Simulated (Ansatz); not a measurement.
Space group P6_3/mmc (No. 194). a = 2.633 Å, b = 2.633 Å, c = 5.108 Å, α = 90.00°, β = 90.00°, γ = 120.00°
```
atom site symmetry x y z
  Zn    2c      -6m2  0.3333  0.6667  0.2500
```

Equation of state of this Zn structure (not necessarily the ground state), with shape and atoms relaxed at each volume where symmetry leaves them free. It has no gap at any of these volumes. Method: DFT PBE, scalar-relativistic, plane waves, PAW (Ansatz 0.2.0).

Plane waves to 420 eV, a k mesh through Γ of 18×18×8 on the computed 2-atom cell and Gaussian smearing (0.10 eV); no spin polarisation.

```json
{"V (Å³/atom)": "13.498", "E − E(largest V) (meV/atom)": "27.95", "P (GPa)": "10.78"}
{"V (Å³/atom)": "13.958", "E − E(largest V) (meV/atom)": "2.42", "P (GPa)": "7.04"}
{"V (Å³/atom)": "14.418", "E − E(largest V) (meV/atom)": "-13.00", "P (GPa)": "3.96"}
{"V (Å³/atom)": "14.878", "E − E(largest V) (meV/atom)": "-21.72", "P (GPa)": "2.01"}
{"V (Å³/atom)": "15.338", "E − E(largest V) (meV/atom)": "-24.61", "P (GPa)": "-0.01"}
{"V (Å³/atom)": "15.799", "E − E(largest V) (meV/atom)": "-21.99", "P (GPa)": "-1.75"}
{"V (Å³/atom)": "16.259", "E − E(largest V) (meV/atom)": "-14.96", "P (GPa)": "-3.10"}
{"V (Å³/atom)": "16.872", "E − E(largest V) (meV/atom)": "0.00", "P (GPa)": "-4.51"}
```

Fit a third-order Birch–Murnaghan equation to E(V).

V0 = 15.32 Å³/atom, B0 = 60 GPa, B0' = 4.9.